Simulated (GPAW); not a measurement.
Crystal: TePt.

```
Pt Te
1.0
     4.26288    0.00000    0.00000
    -2.13144    3.69176    0.00000
     0.00000    0.00000    5.66177
Pt Te
2 2
Cartesian
  0.0000 0.0000 0.0000
  0.0000 0.0000 2.8309
  0.0000 2.4612 1.4154
  2.1314 1.2306 4.2463
```

Measurements of this composition are mostly on another form, of space group No. 166.

Base run:

| Item | Value |
| --- | --- |
| Program | GPAW 26.7.0 |
| Functional | r2SCAN |
| Potentials or basis | GPAW PAW data sets (gpaw-data 1.2.1) |
| Cutoff | 600 eV |
| Basis | pw |
| k mesh | 6 × 6 × 4 |
| Occupations | fermi-dirac, width 0.05 eV |
| Spin | no spin polarisation |

Its results: pressure -2.3 GPa.

Task: The run is repeated on the same cell with these changes: functional from r2SCAN to LDA; potentials or basis from GPAW PAW data sets (gpaw-data 1.2.1) to the program's PAW data sets (release 1.2.1) made for this functional. What comes out?

Result: Pressure -8.2 GPa.

Caveats: the PAW data sets were made with another functional, which shifts forces and pressure a little (some runs).

Not every run made on this cell is shown here.
